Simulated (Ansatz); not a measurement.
Write the native input for Ansatz 0.2.0 that does the following.

```
Task                : relaxation of cell and atoms
Functional          : LDA
Potentials or basis : Ansatz PAW
Cutoff              : 420 eV (not typed: the program's choice for these potentials)
k mesh              : 8 × 8 × 7
Occupations         : fermi-dirac, width 0.05 eV
Spin                : no spin polarisation
```

Crystal: PbS.

```
CELL_PARAMETERS angstrom
4.08970 0.00000 0.00000
-2.04485 3.54178 0.00000
0.00000 0.00000 3.78817
ATOMIC_POSITIONS crystal
Pb 0.00000 0.00000 0.00000
S 0.66667 0.33333 0.50000
```

Measurements of this composition are mostly on another form, of space group No. 225.

One way to write it, as run:

input.yaml

```yaml
crystal:
  lattice:
    - [4.0896976867, 0.0, 0.0]
    - [-2.0448488433, 3.5417820905, 0.0]
    - [0.0, 0.0, 3.788167]
  atoms:
    - { symbol: Pb, position: [0.0, 0.0, 0.0] }
    - { symbol: S, position: [0.6666666667, 0.3333333333, 0.5] }
hamiltonian:
  xc: lda
  pseudopotentials: { kind: paw }
kpoints:
  mp_grid: { grid: [8, 8, 7] }
scf:
  occupations: { method: fermi_dirac, width: 0.05 }
output:
  forces: true
  stress: true
  eigenvalues: true
  write_density: true
  write_potential: true
  elf: true
  volumetric_format: npy
relax:
  f_tol: 0.01
  max_steps: 40
  cell: { stress_tol: 0.05 }
```

Potentials or basis: Ansatz PAW.

Command:

```console
$ ansatz run input.yaml --threads 2 --pin off --max-ram 5632MiB --backend cpu --events-out ev --progress --plain --runs-dir out
```

It gave:

```
Relaxed volume                         : 24.98 Å³/atom
Relaxed cell                           : a = 3.935 Å, b = 3.935 Å, c = 3.725 Å, α = 90.00°, β = 90.00°, γ = 120.00°
Space group after relaxing (to 0.05 Å) : P-6m2 (No. 187)
Energy gained by relaxing              : 35.6 meV/atom
Ionic steps                            : 5
Pressure after relaxing                : 0.0 GPa
Band gap on the k mesh                 : none (metal or under the smearing width)
```

Caveat: the plane-wave basis is chosen anew once the cell has moved, so the energies of steps on either side of that aren't comparable; the PAW data sets come from PBE, with cores solved anew for the run's functional, which leaves a small shift of forces and pressure.

Wall time 10 s on 2 threads of Arm Neoverse V1, with other jobs on the host, peak memory 0.35 GiB.
